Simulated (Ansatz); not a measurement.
input.yaml (Ansatz)

```yaml
crystal:
  lattice:
    - [0.0, 2.6561648314, 2.6561648314]
    - [2.6561648314, 0.0, 2.6561648314]
    - [2.6561648314, 2.6561648314, 0.0]
  atoms:
    - { symbol: La, position: [0.0, 0.0, 0.0], spin: 1.0 }
hamiltonian:
  xc: mr2scan
  pseudopotentials:
    kind: paw
    azcp:
      La: "pseudopotentials/La.paw.azcp"
basis:
  ecutwfc: 500
  fft_grid_basis: typed
kpoints:
  mp_grid: { grid: [17, 17, 17], shift: [0, 0, 0] }
magnetization:
  spin_polarized: true
scf:
  occupations: { method: fermi_dirac, width: 0.05 }
```

Output

```
Engine: ansatz 0.2.0, aarch64-unknown-linux-gnu
Pseudopotentials: kind: paw
Pseudopotential: La, paw, valence charge 11, recommended cutoff 500 eV (meta_gga) 
Functional definition: m-r2SCAN
  exchange = m_r2scan_x
  correlation = m_r2scan_c
Crystal: 1 atoms, lattice volume = 37.480 Å³
Basis set: ecut = 500 eV, 941 PW (Γ), exchange–correlation on 120×120×120 points (64 copies of the dense FFT grid, shifted against one another)
Bands: 10, of which v1, the nominal top of the filled ones, is band 6 counted from 1 (5 counted from 0)
Symmetry: 48 space group operations
Space group: Fm-3m (ITA 225), of the structure as read, at distance tolerance 3.3e-5 Å
Magnetic group: BNS 225.116 (UNI 1618), of the structure as read, at distance tolerance 3.3e-5 Å
k-points: 165 of 4913
Non-local potential: La, projectors of the file, l = 0: 3, l = 1: 2, l = 2: 2, l = 3: 3
PAW form: soft (Blöchl's): semilocal exchange-correlation on the pseudo side does not see the compensation charge
PAW frozen core: La, regenerated for the run's functional (the file was generated under x = pbe(κ = 0.804, μ = 0.2195149727645171), c = pbe(β = 0.06672455060314922))
PAW one-centre angular grid: La, 974 points (default); XC on 160 Gauss nodes
Initial density: superposition of atomic densities (chi_scale 0.1, normalization cell)
Starting moments: Σ|m| = 1 μB on 1 of 1 site
Initial wavefunctions: pseudopotential atomic-orbital guess
Functional: x = mr2scan, c = mr2scan; τ floored in thin density (d = 2e-4 eV/Å³)
iter 1 solved again at ethr=2.62e-3 eV; its pass at ethr=3.10e-3 eV (dr2=2.88e-1 eV) is discarded
SCF iter   1: F=—  HF=-6264.542903 eV  |F-HF|=—  |Δ(HF+E_count)|=         —  Δρ=2.15e-2 (↑2.15e-2 ↓9.72e-3)  dr2=3.04e-1  dr2_τ=2.25e-3  dr2_m=3.77e-2  M=0.557 μB ∫|m|=0.557 μB  β_m=0.68  ethr=2.62e-3  ⟨swp⟩=1.7  Hψ=23719  notcnv=0
Mixer restart at iter 1: flushing history
SCF iter   2: F=—  HF=-6264.609852 eV  |F-HF|=—  |Δ(HF+E_count)|=   6.69e-2  Δρ=1.21e-2 (↑1.21e-2 ↓7.78e-3)  dr2=1.48e-1  dr2_τ=8.62e-4  dr2_m=5.22e-3  M=0.512 μB ∫|m|=0.512 μB  β_m=0.36  ethr=2.62e-3  ⟨swp⟩=2.8  Hψ=5731  notcnv=0  κ⁻¹=1.0e0(r=1)
SCF iter   3: F=—  HF=-6264.658592 eV  |F-HF|=—  |Δ(HF+E_count)|=         —  Δρ=5.98e-3 (↑1.72e-3 ↓5.98e-3)  dr2=1.05e-2  dr2_τ=2.50e-4  dr2_m=4.63e-3  M=0.305 μB ∫|m|=0.305 μB  β_m=1.00  ethr=1.34e-3  ⟨swp⟩=4.8  Hψ=8178  notcnv=0  defer=1
Mixer restart at iter 3: flushing history
SCF iter   4: F=—  HF=-6264.669446 eV  |F-HF|=—  |Δ(HF+E_count)|=   1.09e-2  Δρ=1.77e-3 (↑1.23e-3 ↓1.77e-3)  dr2=2.57e-3  dr2_τ=4.24e-5  dr2_m=2.13e-4  M=0.254 μB ∫|m|=0.254 μB  β_m=1.00  ethr=9.52e-5  ⟨swp⟩=3.2  Hψ=7010  notcnv=0  defer=4  κ⁻¹=1.0e0(r=1)
SCF iter   5: F=—  HF=-6264.672004 eV  |F-HF|=—  |Δ(HF+E_count)|=   2.56e-3  Δρ=8.48e-4 (↑8.17e-4 ↓8.48e-4)  dr2=4.08e-4  dr2_τ=1.09e-5  dr2_m=1.11e-4  M=0.192 μB ∫|m|=0.192 μB  β_m=1.00  ethr=2.33e-5  ⟨swp⟩=2.7  Hψ=6721  notcnv=0  κ⁻¹=6.5e-2(r=2)
...
SCF iter  13: F=—  HF=-6264.672970 eV  |F-HF|=—  |Δ(HF+E_count)|=   9.43e-7  Δρ=3.12e-6 (↑2.93e-6 ↓3.12e-6)  dr2=1.65e-9  dr2_τ=1.30e-10  dr2_m=2.59e-9  M=0.004 μB ∫|m|=0.004 μB  β_m=1.00  ethr=6.05e-11  ⟨swp⟩=3.4  Hψ=7319  notcnv=0  defer=1  κ⁻¹=4.0e-7(r=8)
SCF iter  14: F=—  HF=-6264.672970 eV  |F-HF|=—  |Δ(HF+E_count)|=   1.78e-7  Δρ=1.11e-6 (↑1.11e-6 ↓1.05e-6)  dr2=5.55e-10  dr2_τ=2.59e-11  dr2_m=1.67e-10  M=0.001 μB ∫|m|=0.001 μB  β_m=1.00  ethr=1.50e-11  ⟨swp⟩=3.4  Hψ=7332  notcnv=0  defer=1  κ⁻¹=1.3e-6(r=8)
SCF iter  15: F=—  HF=-6264.672970 eV  |F-HF|=—  |Δ(HF+E_count)|=   1.75e-8  Δρ=1.79e-7 (↑1.70e-7 ↓1.79e-7)  dr2=6.91e-12  dr2_τ=6.11e-13  dr2_m=5.77e-12  M=0.000 μB ∫|m|=0.000 μB  β_m=1.00  ethr=5.04e-12  ⟨swp⟩=3.1  Hψ=7108  notcnv=0  defer=1  κ⁻¹=1.1e-6(r=8)
SCF iter  16: F=-6264.672970 eV  HF=-6264.672970 eV  |F-HF|=1.82e-12  |Δ(HF+E_count)|=  1.26e-10  Δρ=7.23e-8 (↑6.32e-8 ↓7.23e-8)  dr2=2.70e-12  dr2_τ=9.45e-14  dr2_m=5.07e-13  M=0.000 μB ∫|m|=0.000 μB  ethr=1.00e-12  ⟨swp⟩=1.5  Hψ=9691  notcnv=0
SCF 1 converged in 16 iterations: F = -6264.672970 eV  dr2 = 2.70e-12
WARN: the starting moments were not kept: the SCF closed with an absolute magnetisation of 4.4e-5 μB, where they sum to 1 μB in size (1 site). That is at most 0.1 of that sum. Measured as dr2_m measures the in/out step, that magnetisation stands 1.2e-10 eV from none, at or under the dr2_threshold of 1.0e-7 eV: it is no larger than a step whose dr2_m would equal this threshold. The system may hold no moment; this SCF shows only that its start led to no more than that. To try another start: raise the starting moments (crystal.atoms[].spin, magnetization.per_species, magnetization.initial_magnetization, or on a non-collinear deck that types none of these the spinor_matrix: blocks that start its atoms; where the total moment is fixed, keep their sum and leave initial_magnetization as it is; typed ones take the place of any that the run laid by itself, positive ones on a crystal's lanthanoids without a Hubbard term where scf.initial_density.shell_occupations: [] is typed) or, if the notice of its spin-set hold's release reads "site moments contracting" or "site moments show no strong build", lengthen the hold (scf.mixing.spin_hold: { on: { confirm: 4 } }; for m-r²SCAN on two components see the key's manual first). Each may lead to a state that holds a moment. A second SCF, from the converged charge density, with the starting moments and any scf.initial_density.shell_occupations laid on it anew, would have followed, and was not run: the deck does not ask for one (magnetization.retry_lost_moments is false, the default). To let it run, set magnetization.retry_lost_moments: true and run the deck again, where that key's refused combinations let it; where memory then withholds it, that run's warning says so.
this state was not tested for a lower state beside it, because the mixer in use, unlike msr1, does not test its closes by its own steps (another_mixer; see scf.mixing.algorithm and scf.lower_state_search)
SCF converged after 16 iterations
Magnetization: 0.0000 μB (5.5000 up, 5.5000 down)
Absolute magnetization: 0.0000 μB (∫|ρ↑−ρ↓|, with the PAW one-centre terms)
Spin contamination: 0.0000 ħ² per cell (⟨S²⟩ above its minimum at these occupations)
Per-site moments (μB) at R_I (Å): [(2.543166900819023e-5, 1.5495085354915341)]
Free energy (F): -6264.672970 eV
Harris-Foulkes:  -6264.672970 eV  (|F-HF|=1.82e-12)
Internal energy: -6264.656554 eV  (E = F + TS)
E sigma→0 (E₀):  -6264.664762 eV
Entropy (-TS):   -0.016417 eV (-16.417 meV/atom)
Fermi energy:    11.000289 eV
--- Per-component energies (eV) ---
  E_band       = -52.415582
  E_kinetic    = 192.657978
  E_local      = -335.082674  (includes V_loc(G=0)·N_el)
  E_nonlocal   = 92.762699
  E_hartree    = 105.392555
  E_xc         = -131.816891
  E_vxc        = -160.197876  (∫ρ·V_xc dr)
  E_paw        = -5436.758910  (= ΣΔE_a)
  E_vpaw       = -61.691103  (= ΣTr[D̂ρ^β])
  E_aug_tail   = 0.000000  (compensation charges beyond the density's cutoff)
  E_vtau       = 8.350281  (kinetic-family band-sum trace: ∫τ·v_τ [+ j·A + Jᵃ·Aᵃ] dr)
  E_ewald      = -751.879826
  E_core_change = 0.068512  (= ΣΔE_core)
  E_smearing   = -0.016417  (= −TS)
  E_closure    = 0.000000  (closes the sum)
  Σ components = -6264.672970   (vs F -6264.672970, Δ=0.00e0)
```
